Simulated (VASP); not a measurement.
Set up this calculation in VASP 6.6.1, as the native input.

```yaml
Task: single point
Functional: LDA
Potentials_or_basis: VASP PAW LDA potentials, release 64 (S, Mo_sv)
Cutoff: 520 eV
k_mesh: 6 × 6 × 1
Occupations: fermi-dirac, width 0.05 eV
Spin: non-collinear spin, zero start, spin-orbit coupling
Starting_moments: "[[0.0, 0.0, 0.0], [0.0, 0.0, 0.0], [0.0, 0.0, 0.0], [0.0, 0.0, 0.0], [0.0, 0.0, 0.0], [0.0, 0.0, 0.0]] μB"
Further_INCAR_settings: ALGO = Normal; EDIFF = 1e-06; NBANDS = 68
```

The structure of MoS2 lies in POSCAR:

```
MoS2
1.0
    3.1600000000      0.0000000000      0.0000000000
   -1.5800000000      2.7366400000      0.0000000000
    0.0000000000      0.0000000000     27.2770000000
S Mo
4 2
Direct
    0.6666670000      0.3333330000      0.3319690000
    0.6666670000      0.3333330000      0.4465860000
    0.3333330000      0.6666670000      0.5534140000
    0.3333330000      0.6666670000      0.6680310000
    0.3333330000      0.6666670000      0.3893170000
    0.6666670000      0.3333330000      0.6106830000
```

The cell was built by a generator and needn't be a form met in nature.

The input as run:

INCAR

```
PREC = Accurate
ENCUT = 520
EDIFF = 1E-6
ISMEAR = -1
SIGMA = 0.05
LREAL = F
LASPH = T
NELM = 100
ALGO = Normal
ISIF = 2
LWAVE = F
LCHARG = F
MAGMOM = 0 0 0 0 0 0 0 0 0 0 0 0 0 0 0 0 0 0
LORBIT = 11
LSORBIT = T
GGA_COMPAT = F
LMAXMIX = 4
NBANDS = 68
```

KPOINTS

```
regular mesh
0
Gamma
  6 6 1
```

Potentials or basis: VASP PAW LDA potentials, release 64 (S, Mo_sv).

Command:

```console
$ cat potpaw_LDA.64/S/POTCAR potpaw_LDA.64/Mo_sv/POTCAR > POTCAR
$ mpirun -np 1 vasp_ncl > vasp.out
```

Results of the run:

```
Largest force                                         : 0.462 eV/Å
Net moment                                            : 0.00 μB per cell
Valence electrons inside the program's atomic spheres : S 3.69; Mo 12.50
```

Caveat: the k mesh is coarse (spacing up to 0.38 Å⁻¹), so the values aren't converged.

Run time: 5.3 min on 1 thread of Intel(R) Xeon(R) Platinum 8559C (Emerald Rapids) (shared host), peak memory 0.67 GiB.
